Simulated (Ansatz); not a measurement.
## Au under changes of volume

One of the cells (19.549 Å³/atom); the others are scaled copies at fixed shape and fractional positions:

```
CELL_PARAMETERS angstrom
2.81549 0.00000 0.00000
-0.01296 2.82018 0.00000
-1.13789 -1.18541 4.92401
ATOMIC_POSITIONS crystal
Au 0.67286 0.66596 0.27405
Au 0.32714 0.33404 0.72594
```

This isn't the form of Au at room conditions, which is fcc.

* Program: Ansatz 0.2.0
* Functional: PBEsol
* Potentials or basis: all-electron LAPW, scalar-relativistic
* Cutoff: 301 eV (chosen from the basis error)
* Basis error allowed: 0.0005 eV/atom
* k mesh: 10 × 10 × 6
* Occupations: fermi-dirac, width 0.05 eV
* Spin: no spin polarisation

```csv
volume (Å³/atom),energy over the lowest point (meV/atom),pressure (GPa),largest force (eV/Å)
18.376,0.00,-0.2,0.075
18.767,4.28,-3.2,0.090
19.158,15.34,-5.8,0.108
19.549,?,?,?
19.940,54.11,-9.9,0.146
20.331,80.26,-11.5,0.162
20.722,110.07,-12.9,0.176
```

Problem. What does the run at 19.549 Å³/atom give?

Solution. Energy over the lowest point 32.24 meV/atom; pressure -8.0 GPa; largest force 0.127 eV/Å.

Worked out: A Birch-Murnaghan fit of order 3 (a polynomial in V^(-2/3)) to the other rows has its minimum at 18.35 Å³/atom, just outside them, with B0 = V·E''(V) = 153 GPa and B' = 6.0 at fixed shape and positions, which overstates the stiffness. It gives 32.22 meV/atom at 19.549 Å³/atom, against the run's 32.24, and -dE/dV = -8.0 GPa, against -8.0.

Energies are extrapolated to zero smearing.
